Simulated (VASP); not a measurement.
## KCl: relaxation of cell and atoms with PBEsol

The system is KCl.

```
K Cl
1.0
     0.00000    3.13410    3.13410
     3.13410    0.00000    3.13410
     3.13410    3.13410    0.00000
K Cl
1 1
Direct
  0.00000 0.00000 0.00000
  0.50000 0.50000 0.50000
```

```json
{
 "Program": "VASP 6.6.1",
 "Task": "relaxation of cell and atoms",
 "Functional": "PBEsol",
 "Potentials or basis": "VASP PAW PBE potentials, release 64 (K_sv, Cl)",
 "Cutoff": "600 eV",
 "k mesh": "2 × 2 × 2",
 "Occupations": "gaussian, width 0.02 eV",
 "Spin": "no spin polarisation",
 "Further INCAR settings": "ALGO = Normal; EDIFF = 1e-07; IBRION = 2; EDIFFG = -0.005; NSW = 90; ISIF = 3"
}
```

| Quantity | Value |
| --- | --- |
| Relaxed volume | 31.31 Å³/atom |
| Relaxed cell | a = 4.457 Å, b = 4.457 Å, c = 4.457 Å, α = 60.00°, β = 60.00°, γ = 60.00° |
| Space group after relaxing (to 0.05 Å) | Fm-3m (No. 225) |
| Energy gained by relaxing | 0.5 meV/atom |
| Ionic steps | 3 |
| Pressure after relaxing | 0.0 GPa |
| Band gap on the k mesh | 4.98 eV, direct |

The path:
```csv
step,energy change (eV),largest force (eV/Å),pressure (GPa),volume (Å³)
1,0.0000,0.0000,0.31,61.57
2,-0.0008,0.0000,0.15,62.11
3,-0.0010,0.0000,0.00,62.62
```

Final structure:
```
CELL_PARAMETERS angstrom
0.00000 3.15188 3.15188
3.15188 0.00000 3.15188
3.15188 3.15188 0.00000
ATOMIC_POSITIONS crystal
K 0.00000 0.00000 0.00000
Cl 0.50000 0.50000 0.50000
```

Levels at points of the mesh, in eV from the valence-band top:
| k point | band 4 | band 5 | band 6 | band 7 | band 8 | band 9 | band 10 | band 11 | band 12 |
| --- | --- | --- | --- | --- | --- | --- | --- | --- | --- |
| (0.00, 0.00, 0.00) | -10.67 | -10.67 | 0.00 | 0.00 | 0.00 | 4.98 | 8.24 | 8.24 | 8.24 |
| (0.50, 0.00, 0.00) | -10.68 | -10.42 | -1.09 | -0.33 | -0.33 | 7.39 | 8.44 | 10.40 | 10.40 |
| (0.50, 0.50, 0.00) | -10.73 | -10.73 | -0.68 | -0.23 | -0.23 | 6.37 | 8.16 | 9.87 | 10.11 |

It took 14 s on 1 thread of Intel(R) Xeon(R) Platinum 8488C (Sapphire Rapids), on a shared host, peak memory 0.2 GiB.

Caveat: the k mesh is coarse (spacing up to 0.87 Å⁻¹), so the values aren't converged; the PAW data sets were made with another functional, which shifts forces and pressure a little. Zero-point motion and thermal expansion aren't in these numbers.
